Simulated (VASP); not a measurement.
# Cu2O (Cuprite) (Pn-3m) in VASP: further runs, part 2 of 2

VASP 6.6.1. Earlier steps stand in the parts before.

**3. Relaxation of the atoms, PBE+D3(BJ) (a relaxed cell with its volume scaled by 1.02)**

File INCAR:

```
SYSTEM = Cu2O
PREC     = Accurate       ! precision mode
ENCUT    = 600            ! plane-wave cutoff, eV
EDIFF    = 1E-7           ! SCF threshold, eV
ISMEAR   = 0              ! smearing method
SIGMA    = 0.03           ! smearing width, eV
LREAL    = .FALSE.        ! projectors in reciprocal space
LASPH    = .TRUE.         ! aspherical terms in the spheres
NELM     = 80             ! most SCF steps
ALGO     = Normal         ! electronic algorithm
ISIF     = 2              ! what is computed and relaxed
LWAVE    = .FALSE.        ! write WAVECAR
LCHARG   = .FALSE.        ! write CHGCAR
GGA      = PE             ! functional
IVDW     = 12             ! dispersion correction
IBRION   = 2              ! ionic algorithm
NSW      = 40             ! ionic steps
EDIFFG   = -0.01          ! ionic threshold
KPAR     = 2
```

File KPOINTS:

```
regular mesh
0
G
  6 6 6
  0 0 0
```

File POSCAR:

```
Cu2O                                    
1.0
    4.2888651795      0.0000000000      0.0000000000
    0.0000000000      4.2888651795      0.0000000000
    0.0000000000      0.0000000000      4.2888651795
  Cu              O             
     4     2
Direct
     0.2500000000000000    0.2500000000000000    0.2500000000000000
     0.2500000000000000    0.7500000000000000    0.7500000000000000
     0.7500000000000000    0.7500000000000000    0.2500000000000000
     0.7500000000000000    0.2500000000000000    0.7500000000000000
     0.0000000000000000    0.0000000000000000    0.0000000000000000
     0.5000000000000000    0.5000000000000000    0.5000000000000000
```

Potentials or basis: VASP PAW PBE potentials, release 64 (Cu, O).

Started as:

```sh
$ cat potpaw_PBE.64/Cu/POTCAR potpaw_PBE.64/O/POTCAR > POTCAR
$ mpirun -np 2 vasp_std > vasp.out
```

OUTCAR:

```text
SYSTEM = Cu2O
   PREC = Accurate
   ENCUT = 600
   EDIFF = 1E-7
   ISMEAR = 0
   LREAL = .FALSE.
   LASPH = .TRUE.
   NELM = 80
   ISIF = 2
   GGA = PE
   IVDW = 12
   IBRION = 2
   NSW = 40
   EDIFFG = -0.01
 IVDW          = 12

 ion  position               nearest neighbor table
   1  0.250  0.250  0.250-   5 1.86   6 1.86
   2  0.250  0.750  0.750-   5 1.86   6 1.86
   3  0.750  0.750  0.250-   5 1.86   6 1.86
   4  0.750  0.250  0.750-   5 1.86   6 1.86
   5  0.000  0.000  0.000-   1 1.86   2 1.86   3 1.86   4 1.86
   6  0.500  0.500  0.500-   1 1.86   2 1.86   3 1.86   4 1.86

  LATTYP: Found a simple cubic cell.
 ALAT       =     4.2888651795

  Lattice vectors:

 A1 = (   4.2888651795,   0.0000000000,   0.0000000000)
 A2 = (   0.0000000000,   4.2888651795,   0.0000000000)
 A3 = (   0.0000000000,   0.0000000000,   4.2888651795)

Analysis of symmetry for initial positions (statically):
=====================================================================
 Subroutine PRICEL returns:
 Original cell was already a primitive cell.

 Routine SETGRP: Setting up the symmetry group for a
 simple cubic supercell.

 Subroutine GETGRP returns: Found 48 space group operations
 (whereof 24 operations were pure point group operations)
 out of a pool of 48 trial point group operations.

The static configuration has the point symmetry T_d .
 The point group associated with its full space group is O_h .

Analysis of symmetry for dynamics (positions and initial velocities):
=====================================================================
 Subroutine PRICEL returns:
 Original cell was already a primitive cell.

 Routine SETGRP: Setting up the symmetry group for a
 simple cubic supercell.

 Subroutine GETGRP returns: Found 48 space group operations
 (whereof 24 operations were pure point group operations)
 out of a pool of 48 trial point group operations.

The dynamic configuration has the point symmetry T_d .
 The point group associated with its full space group is O_h .

 Subroutine INISYM returns: Found 48 space group operations
 (whereof 24 operations are pure point group operations),
 and found     1 'primitive' translations

----------------------------------------------------------------------------------------

                                     Primitive cell

  volume of cell :      78.8909

  direct lattice vectors                    reciprocal lattice vectors
     4.288865180  0.000000000  0.000000000     0.233161911  0.000000000  0.000000000
     0.000000000  4.288865180  0.000000000     0.000000000  0.233161911  0.000000000
     0.000000000  0.000000000  4.288865180     0.000000000  0.000000000  0.233161911

  length of vectors
     4.288865180  4.288865180  4.288865180     0.233161911  0.233161911  0.233161911

  position of ions in fractional coordinates (direct lattice)
     0.250000000  0.250000000  0.250000000
     0.250000000  0.750000000  0.750000000
     0.750000000  0.750000000  0.250000000
     0.750000000  0.250000000  0.750000000
     0.000000000  0.000000000  0.000000000
     0.500000000  0.500000000  0.500000000

[... 36 lines left out ...]
            Coordinates               Weight
  0.000000  0.000000  0.000000      1.000000
  0.166667  0.000000  0.000000      6.000000
  0.333333  0.000000  0.000000      6.000000
  0.500000  0.000000  0.000000      3.000000
  0.166667  0.166667  0.000000     12.000000
  0.333333  0.166667  0.000000     24.000000
[... 12 lines left out ...]
  0.500000  0.500000  0.333333      6.000000
  0.500000  0.500000  0.500000      1.000000
   k-points           NKPTS =     20   k-points in BZ     NKDIM =     20   number of bands    NBANDS=     33
   number of dos      NEDOS =    301   number of ions     NIONS =      6
   total plane-waves  NPLWV =  46656
   dimension x,y,z NGX =    36 NGY =   36 NGZ =   36
   dimension x,y,z NGXF=    72 NGYF=   72 NGZF=   72
   ions per type =               4   2
   NGX,Y,Z   is equivalent  to a cutoff of  13.95, 13.95, 13.95 a.u.
   NGXF,Y,Z  is equivalent  to a cutoff of  27.91, 27.91, 27.91 a.u.
 SYSTEM =  Cu2O
   PREC   = accura    normal or accurate (medium, high low for compatibility)
   ISTART =      0    job   : 0-new  1-cont  2-samecut
   ICHARG =      2    charge: 1-file 2-atom 10-const
   ISPIN  =      1    spin polarized calculation?
   LNONCOLLINEAR =      F non collinear calculations
   LSORBIT =      F    spin-orbit coupling
   LASPH  =      T    aspherical Exc in radial PAW
   ENCUT  =  600.0 eV  44.10 Ry    6.64 a.u.   8.57  8.57  8.57*2*pi/ulx,y,z
   NELM   =     80;   NELMIN=  2; NELMDL= -5     # of ELM steps
   EDIFF  = 0.1E-06   stopping-criterion for ELM
   LREAL  =      F    real-space projection
   EDIFFG = -.1E-01   stopping-criterion for IOM
   NSW    =     40    number of steps for IOM
   IBRION =      2    ionic relax: 0-MD 1-quasi-New 2-CG
   NFREE  =      1    steps in history (QN), initial steepest desc. (CG)
   ISIF   =      2    stress and relaxation
   ISYM   =      2    0-nonsym 1-usesym 2-fastsym
   POTIM  = 0.5000    time-step for ionic-motion
   TEBEG  =    0.0;   TEEND  =   0.0 temperature during run
   PSTRESS=    0.0 pullay stress
   NELECT =      56.0000    total number of electrons
   NUPDOWN=      -1.0000    fix difference up-down
   EMIN   =  10.00;   EMAX   =-10.00  energy-range for DOS
   EFERMI =   0.00;   METHOD = LEGACY
   ISMEAR =     0;   SIGMA  =   0.03  broadening in eV -4-tet -1-fermi 0-gaus
   EFERMI_NEDOS =   21; number of points for ismear=-14 and -15
   IALGO  =     38    algorithm
   IMIX   =      4    mixing-type and parameters
     AMIX     =   0.40;   BMIX     =  1.00
     AMIX_MAG =   1.60;   BMIX_MAG =  1.00
  volume/ion in A,a.u.               =      13.15        88.73
  Fermi-wavevector in a.u.,A,eV,Ry     =   1.460366  2.759692 29.016730  2.132669
  Thomas-Fermi vector in A             =   2.576824
   LORBIT       =      0    0 simple, 1 ext, 2 COOP (PROOUT), +10 PAW based schemes
   GGA     = PE    functional components
   LHFCALC =     F    Hartree Fock is set to
   AEXX    =    0.0000 exact exchange contribution
   IVDW    =    12    specifies the selected vdW correction
   LEPSILON=     F    determine dielectric tensor
   LRPA    =     F    only Hartree local field effects (RPA)
 conjugate gradient relaxation of ions
 non-spin polarized calculation
 Gauss-broadening in eV      SIGMA  =   0.03
  energy-cutoff  :      600.00
  volume of cell :       78.89
 maximum number of plane-waves:      2666
 NGX is ok and might be reduce to    36
   NGX = 17   NGY = 17   NGZ = 17

 number of electron      55.9999967 magnetization

 Free energy of the ion-electron system (eV)
  ---------------------------------------------------
  ext. energy  EPLUGINS =         0.00000000
  ---------------------------------------------------
  free energy    TOTEN  =       -27.28707157 eV

  energy without entropy =      -27.28707157  energy(sigma->0) =      -27.28707157

 E-fermi :   4.7007     XC(G=0): -10.9366

 val. band max:        4.5481905912   @ k =   0.0000   0.0000   0.0000
 cond. band min:       5.0423702458   @ k =   0.0000   0.0000   0.0000
 fundamental gap:      0.4941796546
 Fermi energy:         4.7006578902

 k-point     1 :       0.0000    0.0000    0.0000
  band No.  band energies     occupation
      1     -15.4459      2.00000
      2     -14.7462      2.00000
      3      -2.5264      2.00000
      4      -2.5264      2.00000
      5      -2.5264      2.00000
      6      -0.1886      2.00000
[... 709 lines left out ...]
     32       9.3733      0.00000
     33       9.3733      0.00000

------------------------ aborting loop because EDIFF is reached ----------------------------------------

 Edisp (eV)   -1.81354

 E8    (eV) :    -0.7306

  FORCE on cell =-STRESS in cart. coord.  units (eV):
  Direction    XX          YY          ZZ          XY          YZ          ZX
  --------------------------------------------------------------------------------------
  -------------------------------------------------------------------------------------
  Total      -1.13306    -1.13306    -1.13306    -0.00000    -0.00000     0.00000
  in kB     -23.01103   -23.01103   -23.01103    -0.00000    -0.00000     0.00000
  external pressure =      -23.01 kB  Pullay stress =        0.00 kB

 VOLUME and BASIS-vectors are now :
 -----------------------------------------------------------------------------
  energy-cutoff  :      600.00
  volume of cell :       78.89
      direct lattice vectors                 reciprocal lattice vectors
     4.288865180  0.000000000  0.000000000     0.233161911  0.000000000  0.000000000
     0.000000000  4.288865180  0.000000000     0.000000000  0.233161911  0.000000000
     0.000000000  0.000000000  4.288865180     0.000000000  0.000000000  0.233161911

 POSITION                                       TOTAL-FORCE (eV/Angst)
 -----------------------------------------------------------------------------------
      1.07222      1.07222      1.07222        -0.000000      0.000000     -0.000000
      1.07222      3.21665      3.21665         0.000000      0.000000     -0.000000
      3.21665      3.21665      1.07222         0.000000     -0.000000      0.000000
      3.21665      1.07222      3.21665        -0.000000     -0.000000      0.000000
      0.00000      0.00000      0.00000        -0.000000      0.000000     -0.000000
      2.14443      2.14443      2.14443        -0.000000      0.000000     -0.000000
 -----------------------------------------------------------------------------------
    total drift:                                0.000000      0.000000      0.000000

  FREE ENERGIE OF THE ION-ELECTRON SYSTEM (eV)
  ---------------------------------------------------
  free  energy   TOTEN  =       -29.1006135965 eV

  energy  without entropy=      -29.1006135965  energy(sigma->0) =      -29.10061360

 reached required accuracy - stopping structural energy minimisation
```

Wall time 25 s (2 MPI ranks of Intel Xeon Platinum 8375C at 2.90GHz (Ice Lake), shared host); peak memory 0.23 GiB.

What came out:

```
Free energy                : -29.1006 eV
Pressure after relaxing    : -2.3 GPa
Band gap on the k mesh     : 0.49 eV, direct
Dispersion energy per atom : -0.302 eV
```

Final structure:
```yaml
crystal:
  lattice:
    - [4.28887, 0.00000, 0.00000]
    - [0.00000, 4.28887, 0.00000]
    - [0.00000, 0.00000, 4.28887]
  atoms:
    - { symbol: Cu, position: [0.25000, 0.25000, 0.25000] }
    - { symbol: Cu, position: [0.25000, 0.75000, 0.75000] }
    - { symbol: Cu, position: [0.75000, 0.75000, 0.25000] }
    - { symbol: Cu, position: [0.75000, 0.25000, 0.75000] }
    - { symbol: O, position: [0.00000, 0.00000, 0.00000] }
    - { symbol: O, position: [0.50000, 0.50000, 0.50000] }
```

Levels at points of the mesh, in eV from the valence-band top:
```tsv
k point	band 24	band 25	band 26	band 27	band 28	band 29	band 30	band 31	band 32	band 33
(0.00, 0.00, 0.00)	-1.53	-1.53	0.00	0.00	0.00	0.49	1.32	1.32	7.83	7.83
(0.50, 0.00, 0.00)	-1.64	-1.16	-1.16	-0.38	-0.38	2.22	2.22	4.25	4.25	7.32
(0.50, 0.50, 0.00)	-1.43	-1.18	-1.18	-0.63	-0.63	1.91	1.91	3.82	3.82	6.76
(0.50, 0.50, 0.50)	-1.58	-0.97	-0.55	-0.55	-0.55	2.50	2.50	2.50	4.83	4.83
```

Caveat: the relaxation stopped at its first step, so nothing moved.

**4. Relaxation of the atoms, PBE+D3(BJ) (a relaxed cell with its volume scaled by 1.04)**

INCAR is that of step 3.

KPOINTS is that of step 3.

Edit POSCAR of step 3 so:

```diff
@@ -2,5 +2,5 @@
 1.0
-    4.2888651795      0.0000000000      0.0000000000
-    0.0000000000      4.2888651795      0.0000000000
-    0.0000000000      0.0000000000      4.2888651795
+    4.3167157338      0.0000000000      0.0000000000
+    0.0000000000      4.3167157338      0.0000000000
+    0.0000000000      0.0000000000      4.3167157338
   Cu              O
```

Potentials or basis: VASP PAW PBE potentials, release 64 (Cu, O).

Started as:

```sh
$ cat potpaw_PBE.64/Cu/POTCAR potpaw_PBE.64/O/POTCAR > POTCAR
$ mpirun -np 2 vasp_std > vasp.out
```

OUTCAR:

```text
SYSTEM = Cu2O
   PREC = Accurate
   ENCUT = 600
   EDIFF = 1E-7
   ISMEAR = 0
   LREAL = .FALSE.
   LASPH = .TRUE.
   NELM = 80
   ISIF = 2
   GGA = PE
   IVDW = 12
   IBRION = 2
   NSW = 40
   EDIFFG = -0.01
 IVDW          = 12

 ion  position               nearest neighbor table
   1  0.250  0.250  0.250-   5 1.87   6 1.87
   2  0.250  0.750  0.750-   5 1.87   6 1.87
   3  0.750  0.750  0.250-   5 1.87   6 1.87
   4  0.750  0.250  0.750-   5 1.87   6 1.87
[... 930 lines left out ...]
  -------------------------------------------------------------------------------------
  Total      -2.17562    -2.17562    -2.17562    -0.00000    -0.00000    -0.00000
  in kB     -43.33444   -43.33444   -43.33444    -0.00000    -0.00000    -0.00000
  external pressure =      -43.33 kB  Pullay stress =        0.00 kB

 VOLUME and BASIS-vectors are now :
 -----------------------------------------------------------------------------
  energy-cutoff  :      600.00
  volume of cell :       80.44
      direct lattice vectors                 reciprocal lattice vectors
     4.316715734  0.000000000  0.000000000     0.231657598  0.000000000  0.000000000
     0.000000000  4.316715734  0.000000000     0.000000000  0.231657598  0.000000000
     0.000000000  0.000000000  4.316715734     0.000000000  0.000000000  0.231657598

 POSITION                                       TOTAL-FORCE (eV/Angst)
 -----------------------------------------------------------------------------------
      1.07918      1.07918      1.07918         0.000000     -0.000000     -0.000000
      1.07918      3.23754      3.23754         0.000000      0.000000     -0.000000
      3.23754      3.23754      1.07918        -0.000000     -0.000000     -0.000000
      3.23754      1.07918      3.23754        -0.000000      0.000000      0.000000
      0.00000      0.00000      0.00000        -0.000000     -0.000000     -0.000000
      2.15836      2.15836      2.15836        -0.000000     -0.000000     -0.000000
 -----------------------------------------------------------------------------------
    total drift:                                0.000000      0.000000      0.000000

  FREE ENERGIE OF THE ION-ELECTRON SYSTEM (eV)
  ---------------------------------------------------
  free  energy   TOTEN  =       -29.0704372554 eV

  energy  without entropy=      -29.0704372554  energy(sigma->0) =      -29.07043726

 reached required accuracy - stopping structural energy minimisation
```

It took 25 s on 2 MPI ranks of Intel Xeon Platinum 8375C at 2.90GHz (Ice Lake), shared host; peak memory 0.23 GiB.

What came out:

```yaml
Free_energy: -29.0704 eV
Pressure_after_relaxing: -4.3 GPa
Band_gap_on_the_k_mesh: 0.45 eV, direct
Dispersion_energy_per_atom: -0.296 eV
```

Final structure:
```
Cu O
1.0
     4.31672    0.00000    0.00000
     0.00000    4.31672    0.00000
     0.00000    0.00000    4.31672
Cu O
4 2
Cartesian
  1.0792 1.0792 1.0792
  1.0792 3.2375 3.2375
  3.2375 3.2375 1.0792
  3.2375 1.0792 3.2375
  0.0000 0.0000 0.0000
  2.1584 2.1584 2.1584
```

Caveat: the relaxation stopped at its first step, so nothing moved.

**5. Relaxation of the atoms, PBE+D3(BJ) (a relaxed cell with its volume scaled by 1.06)**

INCAR is that of step 4.

KPOINTS is that of step 4.

Edit POSCAR of step 4 so:

```diff
@@ -2,5 +2,5 @@
 1.0
-    4.3167157338      0.0000000000      0.0000000000
-    0.0000000000      4.3167157338      0.0000000000
-    0.0000000000      0.0000000000      4.3167157338
+    4.3442114798      0.0000000000      0.0000000000
+    0.0000000000      4.3442114798      0.0000000000
+    0.0000000000      0.0000000000      4.3442114798
   Cu              O
```

Started as:

```sh
$ cat potpaw_PBE.64/Cu/POTCAR potpaw_PBE.64/O/POTCAR > POTCAR
$ mpirun -np 2 vasp_std > vasp.out
```

Wall time 25 s (2 MPI ranks of Intel Xeon Platinum 8375C at 2.90GHz (Ice Lake), shared host); peak memory 0.23 GiB.

The run converged. Its results:

| Item | Value |
| --- | --- |
| Free energy | -29.0215 eV |
| Pressure after relaxing | -6.2 GPa |
| Band gap on the k mesh | 0.41 eV, direct |
| Dispersion energy per atom | -0.291 eV |

Final structure:
```yaml
crystal:
  lattice:
    - [4.34421, 0.00000, 0.00000]
    - [0.00000, 4.34421, 0.00000]
    - [0.00000, 0.00000, 4.34421]
  atoms:
    - { symbol: Cu, position: [0.25000, 0.25000, 0.25000] }
    - { symbol: Cu, position: [0.25000, 0.75000, 0.75000] }
    - { symbol: Cu, position: [0.75000, 0.75000, 0.25000] }
    - { symbol: Cu, position: [0.75000, 0.25000, 0.75000] }
    - { symbol: O, position: [0.00000, 0.00000, 0.00000] }
    - { symbol: O, position: [0.50000, 0.50000, 0.50000] }
```

Levels at points of the mesh, in eV from the valence-band top:
| k point | band 24 | band 25 | band 26 | band 27 | band 28 | band 29 | band 30 | band 31 | band 32 | band 33 |
| --- | --- | --- | --- | --- | --- | --- | --- | --- | --- | --- |
| (0.00, 0.00, 0.00) | -1.44 | -1.44 | 0.00 | 0.00 | 0.00 | 0.41 | 1.45 | 1.45 | 7.60 | 7.60 |
| (0.50, 0.00, 0.00) | -1.54 | -1.10 | -1.10 | -0.36 | -0.36 | 2.14 | 2.14 | 4.27 | 4.27 | 7.12 |
| (0.50, 0.50, 0.00) | -1.35 | -1.11 | -1.11 | -0.60 | -0.60 | 1.90 | 1.90 | 3.75 | 3.75 | 6.65 |
| (0.50, 0.50, 0.50) | -1.49 | -0.94 | -0.52 | -0.52 | -0.52 | 2.55 | 2.55 | 2.55 | 4.69 | 4.69 |

Caveat: the relaxation stopped at its first step, so nothing moved.

**6. Overview**

```tsv
cell	gap on the mesh (eV)	pressure (GPa)
atoms relaxed	0.54	0.0
atoms relaxed from: a relaxed cell with its volume scaled by 1.02	0.49	-2.3
atoms relaxed from: a relaxed cell with its volume scaled by 1.04	0.45	-4.3
atoms relaxed from: a relaxed cell with its volume scaled by 1.06	0.41	-6.2
```

Alike in all rows: task relaxation of the atoms; level PBE+D3(BJ); potentials or basis VASP PAW PBE potentials, release 64 (Cu, O); no spin polarisation; k mesh 6 × 6 × 6; cutoff (eV) 600; smearing gaussian 0.03 eV.

Caveats: the relaxation stopped at its first step, so nothing moved.

Absolute energies hang on the potentials; compare differences alone.

**7. Against experiment**

Step 2. A measured gap of Cu2O is 2.17 eV (direct; quoted in “Importance of surface oxygen vacancies for ultrafast hot carrier relaxation and transport in Cu2O”, 2021, arxiv:2103.03167); the calculated 0.54 eV misses it by -1.63 eV. So large a miss can be the level of theory's own, or it may mean another phase, state or a wrong row. The value is that of PBE+D3(BJ) on a finite k mesh, which can miss the band edges, without temperature or zero-point motion. Semilocal functionals fall short of measured gaps as a rule.
